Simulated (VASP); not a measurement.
**From VASP inputs to Ansatz: Si (strained lonsdaleite (2H))**

INCAR

```
PREC = Accurate
LCHARG = .FALSE.
EDIFF = 1E-7
LWAVE = .FALSE.
ISMEAR = -1
IBRION = -1
ENCUT = 520
GGA = PE
SIGMA = 0.02
LASPH = .TRUE.
NBANDS = 16
NELM = 120
NSW = 0
LREAL = .FALSE.
ISIF = 2
```

KPOINTS

```
KPOINTS created by Atomic Simulation Environment
0
Gamma
12 12 4
0 0 0
```

KPOINTS_OPT

```
special points
7
Reciprocal
0.0000000000 0.0000000000 0.0000000000 1
0.5000000000 0.0000000000 0.0000000000 1
0.3333333333 0.3333333333 0.0000000000 1
0.0000000000 0.0000000000 0.5000000000 1
0.5000000000 0.0000000000 0.5000000000 1
0.3333333333 0.3333333333 0.5000000000 1
0.0000000000 0.5000000000 0.0000000000 1
```

POSCAR

```
Si
 1.0000000000000000
     3.8321295590073570    0.0000000000000000    0.0000000000000000
    -1.9160647795036785    3.3187215486936292    0.0000000000000000
     0.0000000000000000    0.0000000000000000    6.2778046918000001
 Si
   4
Cartesian
 -0.0000000000000000  2.2124810324624193 -0.0003104943132887
  1.9160647795036783  1.1062405162312097  3.1385918515867117
 -0.0000000000000000  2.2124810324624193  2.3544872537382888
  1.9160647795036783  1.1062405162312097  5.4933895996382880
```

VASP ran with the recommended PBE PAW datasets (16 valence electrons in the cell).

Task: Translate these files to an Ansatz input.

Result: 

```yaml
crystal:
  lattice:
    - [3.832129559, 0.0, 0.0]
    - [-1.9160647795, 3.3187215487, 0.0]
    - [0.0, 0.0, 6.2778046918]
  atoms:
    - { symbol: Si, position: [0.3333333333, 0.6666666667, -4.94591e-05] }
    - { symbol: Si, position: [0.6666666667, 0.3333333333, 0.4999505409] }
    - { symbol: Si, position: [0.3333333333, 0.6666666667, 0.3750494591] }
    - { symbol: Si, position: [0.6666666667, 0.3333333333, 0.8750494591] }
kpoints:
  mp_grid: { grid: [12, 12, 4] }
  band_path:
    path:
      - [0.0, 0.0, 0.0]
      - [0.5, 0.0, 0.0]
      - [0.3333333333, 0.3333333333, 0.0]
      - [0.0, 0.0, 0.5]
      - [0.5, 0.0, 0.5]
      - [0.3333333333, 0.3333333333, 0.5]
      - [0.0, 0.5, 0.0]
    npoints: 1
hamiltonian:
  xc: pbe
scf:
  occupations: { method: fermi_dirac, width: 0.02 }
  n_extra_bands: 5
output:
  forces: true
  stress: true
  eigenvalues: true
```

Other inputs would serve too.

|  | VASP | Ansatz |
| --- | --- | --- |
| gap between bands v and c | 0.37 eV | 0.37 eV |
| least direct gap | 0.97 eV | 0.96 eV |
| pressure | 2.2 GPa | 2.2 GPa |

Datasets and cutoffs are each program's own. VASP's cell holds 16 valence electrons and Ansatz's 16. Ansatz's stress includes a Pulay correction; VASP's doesn't.
